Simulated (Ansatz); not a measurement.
The calculation used DFT PBE, scalar-relativistic, plane waves, PAW in Ansatz 0.2.0. All cells share a 420 eV cutoff and Γ-centred k meshes spaced at most about 0.3 Å⁻¹ (about 0.25 or finer for metals, 2π included). No spin polarisation in the final relaxations.

Temperature and zero-point effects are left out.

Two forms of Ge were relaxed alike.

A.

```cif
data_structure
_symmetry_space_group_name_H-M 'P6/mmm'
_symmetry_Int_Tables_number 191
_cell_length_a 2.8788
_cell_length_b 2.8788
_cell_length_c 2.6933
_cell_angle_alpha 90.000
_cell_angle_beta 90.000
_cell_angle_gamma 120.000
_cell_volume 19.33
loop_
_atom_site_label
_atom_site_type_symbol
_atom_site_symmetry_multiplicity
_atom_site_Wyckoff_symbol
_atom_site_fract_x
_atom_site_fract_y
_atom_site_fract_z
_atom_site_occupancy
Ge1 Ge 1 b 0.00000 0.00000 0.50000 1
```

B.

```cif
data_structure
_symmetry_space_group_name_H-M 'Pm-3m'
_symmetry_Int_Tables_number 221
_cell_length_a 2.7111
_cell_length_b 2.7111
_cell_length_c 2.7111
_cell_angle_alpha 90.000
_cell_angle_beta 90.000
_cell_angle_gamma 90.000
_cell_volume 19.93
loop_
_atom_site_label
_atom_site_type_symbol
_atom_site_symmetry_multiplicity
_atom_site_Wyckoff_symbol
_atom_site_fract_x
_atom_site_fract_y
_atom_site_fract_z
_atom_site_occupancy
Ge1 Ge 1 b 0.50000 0.50000 0.50000 1
```

Question: Which form is favoured at zero pressure, and by what margin per atom?

Answer: They are level within the accuracy (5 meV/atom apart, with A the lower in these runs). A has the simple hexagonal type, space group P6/mmm (No. 191), 19.3 Å³/atom and no gap on its mesh; B has the simple cubic type, space group Pm-3m (No. 221), 19.9 Å³/atom and no gap. Counting all near atoms (those within 1.25 times the shortest such distance or 1.15 times the sum of covalent radii, 1.27 where that leaves under three), A has Ge 8 and B has Ge 6. In A, Ge is surrounded by 2 Ge at 2.69 Å and 6 Ge at 2.88 Å. In B, around Ge lie 6 Ge at 2.71 Å. Both come from invented guesses. The part of the Crystallography Open Database at hand lists Ge in space groups No. 64, 96, 227; no cell shown has one of them.

For metals, differences of a few meV/atom aren't resolved. Cells relaxed within their symmetry can be saddle points.
